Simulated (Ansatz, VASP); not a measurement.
## Two plane-wave programs on Pb

INCAR

```
  PREC = Accurate
  ENCUT = 520
  EDIFF = 1E-7
  ISMEAR = 0
  SIGMA = 0.1
  LREAL = F
  LASPH = T
  NELM = 80
  ALGO = Normal
  ISIF = 2
  LWAVE = F
  LCHARG = T
  GGA = PE
  LELF = T
  LVHAR = T
  NBANDS = 13
```

KPOINTS

```
Automatic mesh
0
Gamma
  14 14 14
```

The input POSCAR:

```
Pb
1.0
    0.0000000000      2.5459599016      2.5459599016
    2.5459599016      0.0000000000      2.5459599016
    2.5459599016      2.5459599016      0.0000000000
Pb
1
Direct
    0.0000000000      0.0000000000      0.0000000000
```

Input for Ansatz:

```yaml
crystal:
  lattice:
    - [0.0, 2.5459599016, 2.5459599016]
    - [2.5459599016, 0.0, 2.5459599016]
    - [2.5459599016, 2.5459599016, 0.0]
  atoms:
    - { symbol: Pb, position: [0.0, 0.0, 0.0] }
basis:
  ecutwfc: 420
kpoints:
  mp_grid: { grid: [14, 14, 14] }
hamiltonian:
  xc: pbe
scf:
  occupations: { method: gaussian, width: 0.1 }
output:
  forces: true
  stress: true
  eigenvalues: true
```

Alike in both runs: task single point; functional PBE; k mesh 14 × 14 × 14; occupations gaussian, width 0.1 eV; no spin polarisation.

|  | VASP | Ansatz |
| --- | --- | --- |
| version | VASP 6.6.1 | Ansatz 0.2.0 |
| potentials or method | VASP PAW PBE potentials, release 64 (Pb_d) | scalar-relativistic, plane waves, PAW |
| plane-wave cutoff (eV) | 520 | 420 |
| valence electrons in the cell | 14 | 14 |

Ansatz gave:

* gap on the k mesh at the Fermi level (eV): none
* pressure (GPa): -1.1

Estimate VASP's values.

gap on the k mesh at the Fermi level (eV): none; pressure (GPa): -1.2.

A gap of «none» marks a metal or a gap that the smearing closes. The functional is the same, so the differences come from potentials, cutoffs and numerics.

Spin-orbit coupling is left out, which matters for the levels of Pb.
